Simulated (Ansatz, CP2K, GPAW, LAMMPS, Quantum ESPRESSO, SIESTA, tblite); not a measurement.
## CP2K runs on free surface of aqueous Ca2+ and SO4 2-, 6.5 mol of salt per kg of water at 360 K (189 atoms)

How do the settings of CP2K change the result for free surface of aqueous Ca2+ and SO4 2-, 6.5 mol of salt per kg of water at 360 K (189 atoms)? A plane-wave run serves as the yardstick.

Program: CP2K 2026.2. Level of theory: the method is named at each step. Results are calculated unless marked as measured.

**1. Set-up**

The cell holds 189 atoms: 75 O, 6 S, 102 H and 6 Ca. Cell: a = 10.669 Å, b = 10.669 Å, c = 25.709 Å, α = 90.0°, β = 90.0°, γ = 90.0°. 51 H2O, 6 Ca2+, 6 SO4 2- placed at random, at 1.85 g/cm³, as a film with 12 Å of vacuum; overlaps pushed apart, then 10 ps at 400 K with divalent ions of Li, Roberts, Chakravorty and Merz (J. Chem. Theory Comput. 9, 2733 (2013)); MMFF94 bonds, angles, torsions, charges and radii (Halgren, J. Comput. Chem. 17, 490 (1996)) in harmonic and 12-6 forms; SPC/E water (Berendsen, Grigera and Straatsma, J. Phys. Chem. 91, 6269 (1987)); charges of ions scaled by 0.85. Snapshot after 20 ps at 360 K and fixed volume. Vacuum lies along c.

The yardstick, on the same geometry:

- method: Kohn-Sham DFT, PBE, SSSP efficiency 1.3.0 pseudopotentials, plane waves (Quantum ESPRESSO 7.5); sssp-pbe-1.3.0-efficiency, cutoffs 60/480 Ry, Γ point
- r.m.s. force component: 0.9757 eV/Å
- longest force: 7.064 eV/Å
- gap (highest filled to lowest empty level): 4.004 eV
- time: 24 min on 4 MPI ranks of Arm Neoverse V1, shared host
- CPU time: 1.6 h

**2. PBE, DZVP-MOLOPT-SR, 600/50 Ry, OT DIIS**

Method: Kohn-Sham DFT, PBE, GTH-PBE pseudopotentials, Gaussian and plane waves, DZVP-MOLOPT-SR-GTH, orbital transformation.

input.inp reads:

```
&GLOBAL
  PROJECT cell
  RUN_TYPE ENERGY_FORCE
  PRINT_LEVEL LOW
&END GLOBAL
&FORCE_EVAL
  METHOD QS
  &DFT
    BASIS_SET_FILE_NAME BASIS_MOLOPT
    POTENTIAL_FILE_NAME GTH_POTENTIALS
    &MGRID
      CUTOFF 600
      REL_CUTOFF 50
      NGRIDS 5
    &END MGRID
    &QS
      EPS_DEFAULT 1.0E-12
    &END QS
    &SCF
      SCF_GUESS ATOMIC
      EPS_SCF 1.0E-06
      MAX_SCF 30
      &OT
        MINIMIZER DIIS
        PRECONDITIONER FULL_ALL
        ENERGY_GAP 0.001
      &END OT
      &OUTER_SCF
        EPS_SCF 1.0E-06
        MAX_SCF 8
      &END OUTER_SCF
      &PRINT
        &RESTART OFF
        &END RESTART
      &END PRINT
    &END SCF
    &XC
      &XC_FUNCTIONAL PBE
      &END XC_FUNCTIONAL
    &END XC
    &PRINT
      &MULLIKEN ON
      &END MULLIKEN
      &HIRSHFELD ON
        SHAPE_FUNCTION DENSITY
      &END HIRSHFELD
      &MO_CUBES
        NHOMO 1
        NLUMO 4
        WRITE_CUBE F
      &END MO_CUBES
    &END PRINT
  &END DFT
  &SUBSYS
    &CELL
      A 10.66860 0.00000 0.00000
      B 0.00000 10.66860 0.00000
      C 0.00000 0.00000 25.70910
    &END CELL
    &COORD
      O 8.52485 10.45555 11.22845
      S 8.65405 9.77788 12.54141
      O 8.26987 10.64129 13.59009
      O 7.84334 8.60380 12.65299
      O 9.99445 9.29128 12.70235
      O 8.29420 8.17706 7.94154
      S 7.50845 6.97588 7.83073
      O 7.38075 6.35358 9.14421
      O 6.19771 7.24035 7.27773
      O 8.14932 6.03139 7.01499
      O 9.26472 2.32341 18.22338
      S 10.50580 2.42807 17.53104
      O 0.20558 1.12500 16.91582
      O 10.45309 3.47572 16.60731
      O 0.90342 2.71548 18.46967
      O 4.02889 4.75051 12.36145
      S 5.17598 4.98512 13.20959
      O 6.15706 5.77993 12.47765
      O 4.67893 5.65905 14.43412
      O 5.75454 3.77242 13.70604
      O 9.55352 1.32749 6.87358
      S 0.18201 1.42938 7.47106
      O 1.21569 1.88205 6.58204
      O 0.24004 2.41644 8.47938
      O 0.63083 0.28176 8.19812
      O 5.16008 2.94517 7.14456
      S 4.63487 3.11331 8.46138
      O 5.28533 2.09606 9.26839
      O 5.00741 4.40816 8.98456
      O 3.19941 2.82846 8.55625
      O 1.00167 5.75635 16.94204
      H 1.99161 5.64497 16.85540
      H 0.55103 4.88078 16.76799
      O 9.87347 2.16903 11.14258
      H 9.47254 1.26231 11.27344
      H 9.42261 2.82355 11.74932
      O 5.37868 10.14434 6.88078
      H 4.51047 10.33137 6.42136
      H 5.53039 9.15665 6.91780
      O 0.63884 7.75703 14.51279
      H 1.61384 7.71852 14.29400
      H 0.16888 8.33026 13.84152
      O 0.87664 7.85241 9.94171
      H 0.75064 8.63655 9.33395
      H 10.66199 7.58239 10.32503
      O 9.06223 7.02197 10.99938
      H 8.39864 6.78182 10.29084
      H 8.58652 7.43761 11.77451
      O 3.06050 1.27170 18.67046
      H 2.35019 1.94766 18.47456
      H 2.74844 0.66167 19.39880
      O 1.75509 0.75054 14.94753
      H 2.61935 1.24929 15.01231
      H 1.23756 0.86885 15.79490
      O 6.99028 4.25538 5.73184
      H 7.40636 4.96175 6.30439
[... 129 atom lines left out ...]
      Ca 7.16887 1.54247 7.21449
      Ca 5.18302 6.29661 10.23813
      Ca 1.68905 1.39311 10.18852
      Ca 7.32677 2.14706 14.18422
    &END COORD
    &KIND O
      BASIS_SET DZVP-MOLOPT-SR-GTH-q6
      POTENTIAL GTH-PBE-q6
    &END KIND
    &KIND S
      BASIS_SET DZVP-MOLOPT-SR-GTH-q6
      POTENTIAL GTH-PBE-q6
    &END KIND
    &KIND H
      BASIS_SET DZVP-MOLOPT-SR-GTH-q1
      POTENTIAL GTH-PBE-q1
    &END KIND
    &KIND Ca
      BASIS_SET DZVP-MOLOPT-SR-GTH-q10
      POTENTIAL GTH-PBE-q10
    &END KIND
  &END SUBSYS
  &PRINT
    &FORCES ON
    &END FORCES
  &END PRINT
&END FORCE_EVAL
```

The run is started by

```bash
$ OMP_NUM_THREADS=1 mpirun -np 4 cp2k.psmp -i input.inp > output.txt
```

Numbers of over 12 decimals in the logs are rounded to 6 here.

What it wrote:

```text
CP2K| version string:                                       CP2K version 2026.2
 CP2K| Input file name                                                 input.inp
 GLOBAL| Basis set file name                                        BASIS_MOLOPT
 GLOBAL| Potential file name                                      GTH_POTENTIALS
 GLOBAL| Run type                                                   ENERGY_FORCE
 GLOBAL| Total number of message passing processes                             4
 GLOBAL| Number of threads for this process                                    1
 TOTAL NUMBERS AND MAXIMUM NUMBERS
  Total number of            - Atomic kinds:                                   4
                             - Atoms:                                        189
                             - Shell sets:                                   189
                             - Shells:                                       747
                             - Primitive Cartesian functions:                945
                             - Cartesian basis functions:                   1734
                             - Spherical basis functions:                   1647
  Maximum angular momentum of- Orbital basis functions:                        2
                             - Local part of the GTH pseudopotential:          2
                             - Non-local part of the GTH pseudopotential:      3
 SCF PARAMETERS         Density guess:                                    ATOMIC
                        max_scf:                                              30
                        eps_scf:                                        1.00E-06
                        Outer loop SCF in use
                        eps_scf                                         1.00E-06
                        max_scf                                                8
 Extrapolation method: initial_guess
 Number of electrons:                                                        648
[... lines left out ...]
  Step     Update method      Time    Convergence         Total energy    Change
[... lines left out ...]
  Exchange-correlation energy:                               -347.270945
  Total energy:                                             -1544.997963
  outer SCF iter =    1 RMS gradient =   0.76E-03 energy =      -1544.9979628778
  ----------------------------------- OT ---------------------------------------
  Minimizer      : DIIS                : direct inversion
                                         in the iterative subspace
                                         using   7 DIIS vectors
                                         safer DIIS on
  Preconditioner : FULL_ALL            : diagonalization, state selective
  Precond_solver : DEFAULT
  stepsize       :    0.15000000                  energy_gap     :    0.00100000
  eps_taylor     :   0.10000E-15                  max_taylor     :             4
  ----------------------------------- OT ---------------------------------------
  Step     Update method      Time    Convergence         Total energy    Change
[...]
15 OT DIIS     0.15E+00    7.0     0.00000169     -1546.1340663105 -2.58E-07
    16 OT DIIS     0.15E+00    7.2     0.00000062     -1546.1340663931 -8.27E-08
  *** SCF run converged in    16 steps ***
  Electronic density on regular grids:       -648.0000000000        0.0000000000
  Core density on regular grids:              647.9999999997       -0.0000000003
  Total charge density on r-space grids:       -0.0000000002
  Total charge density g-space grids:          -0.0000000002
  Overlap energy of the core charge distribution:               8.30559e-06
  Self energy of the core charge distribution:              -3837.403184
  Core Hamiltonian energy:                                   1084.706386
  Hartree energy:                                            1554.135617
  Exchange-correlation energy:                               -347.572895
  Total energy:                                             -1546.134066
  outer SCF iter =    2 RMS gradient =   0.62E-06 energy =      -1546.1340663931
  outer SCF loop converged in   2 iterations or   46 steps
 !-----------------------------------------------------------------------------!
                     Mulliken Population Analysis
 #  Atom  Element  Kind  Atomic population                           Net charge
       1     O        1          6.492525                             -0.492525
       2     S        2          5.194029                              0.805971
       3     O        1          6.427825                             -0.427825
[...]
188     Ca       4          8.728738                              1.271262
     189     Ca       4          8.740603                              1.259397
 # Total charge                            648.000000                  0.000000
 !-----------------------------------------------------------------------------!
 !-----------------------------------------------------------------------------!
                           Hirshfeld Charges
  #Atom  Element  Kind  Ref Charge     Population                    Net charge
      1       O      1       6.000          6.175                        -0.175
      2       S      2       6.000          5.491                         0.509
      3       O      1       6.000          6.214                        -0.214
[...]
188       Ca     4      10.000          9.501                         0.499
    189       Ca     4      10.000          9.534                         0.466
  Total Charge                                                           -0.000
 !-----------------------------------------------------------------------------!
  Eigenvalues of the occupied subspace spin            1
      -1.55848230     -1.55767123     -1.55641672     -1.55227260
      -1.54536299     -1.52405400     -0.99575125     -0.98368257
      -0.98197818     -0.97095431     -0.96044197     -0.95623250
[...]
-0.09429900     -0.09076004     -0.08927014     -0.08260524
 Fermi Energy [eV] :   -2.247803
  Using OT eigensolver for additional unoccupied orbitals spin            1
  Lowest Eigenvalues of the unoccupied subspace spin            1
 OT| Eigensolver reached convergence in 273 iterations
       0.10197808      0.12305095      0.13650397      0.13669544
 HOMO - LUMO gap [eV] :    5.022768
 ENERGY| Total FORCE_EVAL ( QS ) energy [hartree]          -1546.134066
 FORCES| Atomic forces [hartree/bohr]
 FORCES|   Atom     x               y               z               |f|
 FORCES|      1  4.83008544E-03  1.33113267E-03 -9.13885132E-03   1.04221036E-02
 FORCES|      2  2.57938522E-02  1.91777831E-03 -4.00794247E-02   4.77007439E-02
 FORCES|      3 -2.45310125E-02  7.51909538E-02  6.89674868E-02   1.04937907E-01
[...]
FORCES|    188 -5.69122099E-03  4.99416137E-03  1.23008675E-02   1.44444794E-02
 FORCES|    189  9.14059684E-03  5.10607083E-03 -2.53553423E-03   1.07727157E-02
 FORCES| Sum     3.75755674E-03 -5.09358470E-03  1.50463178E-02
 FORCES| Total atomic force                                       1.63234652E-02
```

Elapsed: 5.8 min, on 4 MPI ranks of Arm Neoverse V1, shared host; peak memory 5 GiB; 23 min of CPU time.

Banners, paths, timers and routine set-up lines are dropped from the logs unmarked, and long logs keep their key lines alone; longer cuts are marked.

Numbers from this run, and their distance from the reference:

- r.m.s. force component: 1.043 eV/Å
- r.m.s. difference of force components: 98.72 meV/Å
- longest difference of force vectors: 526.4 meV/Å
- force difference over r.m.s. force: 10.12 %
- slope of forces against the reference's: 1.066
- correlation of force components: 0.9974
- gap (highest filled to lowest empty level): 5.023 eV
- gap difference: 1.019 eV

Length of the force difference by element (eV/Å):

```
element  atoms   mean   most
     Ca      6  0.055  0.060
      H    102  0.045   0.11
      O     75   0.20   0.53
      S      6   0.12   0.18
```

Local excerpt of 9 atoms (numbers count through the whole input) about O121, picked at random; x, y, z are measured from there.

```
atom      x      y      z  distance (Å)  bonds  Hirshfeld charge (e)     Fx     Fy  Fz (eV/Å)
O121   0.00   0.00   0.00          0.00      2                 -0.25   0.44   0.70       0.88
H122   0.22   0.49   0.85          1.00      1                  0.14   0.10  -0.65      -1.13
H123   0.83  -0.43  -0.36          1.00      1                  0.11  -0.30   0.21       0.17
H171  -1.76  -0.10   0.22          1.77      1                  0.12  -0.42  -1.06       0.54
H101  -1.31  -0.30  -1.75          2.20      1                  0.15  -0.10  -0.85      -0.77
O169  -2.54  -0.61   0.57          2.67      3                 -0.26  -0.16  -0.48       0.18
 O94   1.74  -1.52  -1.42          2.71      2                 -0.21   0.34  -0.05      -0.22
H170  -2.24  -1.53   0.84          2.84      1                  0.13   0.36   1.28      -0.54
 H96   1.01  -2.18  -1.59          2.89      1                  0.11   0.45   0.26      -0.30
```

Forces lie 10 % from the reference's, at 0.25 times its CPU time.

The forces add up to 0.84 eV/Å instead of zero, usually a sign of too coarse a grid.

**3. PBE, SZV-MOLOPT-SR, 600/50 Ry, OT DIIS**

Method: Kohn-Sham DFT, PBE, GTH-PBE pseudopotentials, Gaussian and plane waves, SZV-MOLOPT-SR-GTH, orbital transformation.

input.inp: that of step 2 with these lines changed.

```diff
@@ -59,7 +59,8 @@
     &END CELL
-    &COORD
-[... 189 atom lines left out: the same atoms as in the first run ...]
-    &END COORD
+    &TOPOLOGY
+      COORD_FILE_NAME structure.xyz
+      COORD_FILE_FORMAT XYZ
+    &END TOPOLOGY
     &KIND O
-      BASIS_SET DZVP-MOLOPT-SR-GTH-q6
+      BASIS_SET SZV-MOLOPT-SR-GTH-q6
       POTENTIAL GTH-PBE-q6
@@ -67,3 +68,3 @@
     &KIND S
-      BASIS_SET DZVP-MOLOPT-SR-GTH-q6
+      BASIS_SET SZV-MOLOPT-SR-GTH-q6
       POTENTIAL GTH-PBE-q6
@@ -71,3 +72,3 @@
     &KIND H
-      BASIS_SET DZVP-MOLOPT-SR-GTH-q1
+      BASIS_SET SZV-MOLOPT-SR-GTH-q1
       POTENTIAL GTH-PBE-q1
@@ -75,3 +76,3 @@
     &KIND Ca
-      BASIS_SET DZVP-MOLOPT-SR-GTH-q10
+      BASIS_SET SZV-MOLOPT-SR-GTH-q10
       POTENTIAL GTH-PBE-q10
```

structure.xyz reads:

```xyz
189

O 8.52485 10.45555 11.22845
S 8.65405 9.77788 12.54141
O 8.26987 10.64129 13.59009
O 7.84334 8.60380 12.65299
O 9.99445 9.29128 12.70235
O 8.29420 8.17706 7.94154
S 7.50845 6.97588 7.83073
O 7.38075 6.35358 9.14421
O 6.19771 7.24035 7.27773
O 8.14932 6.03139 7.01499
O 9.26472 2.32341 18.22338
S 10.50580 2.42807 17.53104
O 0.20558 1.12500 16.91582
O 10.45309 3.47572 16.60731
O 0.90342 2.71548 18.46967
O 4.02889 4.75051 12.36145
S 5.17598 4.98512 13.20959
O 6.15706 5.77993 12.47765
O 4.67893 5.65905 14.43412
O 5.75454 3.77242 13.70604
[... 165 atom lines left out ...]
Ca 7.16887 1.54247 7.21449
Ca 5.18302 6.29661 10.23813
Ca 1.68905 1.39311 10.18852
Ca 7.32677 2.14706 14.18422
```

The run is started by

```bash
$ OMP_NUM_THREADS=2 cp2k.psmp -i input.inp > output.txt
```

What it wrote:

```text
CP2K| version string:                                       CP2K version 2026.2
 CP2K| Input file name                                                 input.inp
 GLOBAL| Basis set file name                                        BASIS_MOLOPT
 GLOBAL| Potential file name                                      GTH_POTENTIALS
[... lines left out ...]
 Number of electrons:                                                        648
[... lines left out ...]
  Step     Update method      Time    Convergence         Total energy    Change
[... lines left out ...]
  Total energy:                                             -1537.504732
[... lines left out ...]
  Step     Update method      Time    Convergence         Total energy    Change
[... lines left out ...]
  *** SCF run converged in     5 steps ***
[... lines left out ...]
  Total energy:                                             -1537.508522
[... lines left out ...]
  outer SCF loop converged in   2 iterations or   35 steps
[... lines left out ...]
 Fermi Energy [eV] :   -0.017489
[... lines left out ...]
  Lowest Eigenvalues of the unoccupied subspace spin            1
 OT| Eigensolver reached convergence in 69 iterations
       0.16367544      0.20942988      0.23320039      0.23564764
 HOMO - LUMO gap [eV] :    4.471324
 ENERGY| Total FORCE_EVAL ( QS ) energy [hartree]          -1537.508522
 FORCES| Atomic forces [hartree/bohr]
 FORCES|   Atom     x               y               z               |f|
 FORCES|      1 -1.87461412E-02  1.07754195E-01 -2.06834702E-01   2.33972174E-01
 FORCES|      2  2.99391308E-02  3.18817716E-02 -8.41650817E-02   9.48501972E-02
 FORCES|      3 -9.47173010E-02  2.35008816E-01  2.61846799E-01   3.64368299E-01
[...]
FORCES|    188 -3.91961241E-03  7.58546461E-03  2.35950671E-02   2.50924256E-02
 FORCES|    189  1.26462981E-02  2.56739344E-03  1.01280627E-03   1.29439615E-02
 FORCES| Sum     6.47434832E-03 -9.30342159E-03  1.85305086E-02
 FORCES| Total atomic force                                       2.17221221E-02
```

The job ended after 6 min (2 threads; peak memory 3.5 GiB; 11 min of CPU time).

Against the reference:

```yaml
r_m_s_force_component: 3.679 eV/Å
r_m_s_difference_of_force_components: 3127 meV/Å
longest_difference_of_force_vectors: 15030 meV/Å
force_difference_over_r_m_s_force: 320.5 %
slope_of_forces_against_the_reference_s: 2.473
correlation_of_force_components: 0.6559
spacing_of_highest_filled_and_lowest_empty_level: 4.471 eV
gap_difference: 0.4671 eV
```

This is a coarse setting, run to see what it loses.

Against the first run (10 %), the force difference from the reference is 320 %, at 0.47 times the CPU time (on 2 against 4 cores), with 456 basis functions against 1647: the smaller basis costs accuracy.

The forces add up to 1.1 eV/Å instead of zero, usually a sign of too coarse a grid.

[end of part 1 of 3]

[Also dropped from logs without a mark: logging warnings of Python, and SIESTA's first energy breakdown and zero terms.]

[Logs are printed without paths, hosts, clocks, repeated set-up lines and the standing remarks that a program may print on its own settings, such as how far it seeks lower states.]

[Hosts, paths, dates, database ids (printed as entryN), source tags and the programs' standing remarks are cut or masked in the printed files.]

[The MMFF94 radii named for the starting cell were scaled by 0.96; in molecules described by MMFF94, hydrogen bound to N, O or S took a small fixed 12-6 site in their place.]
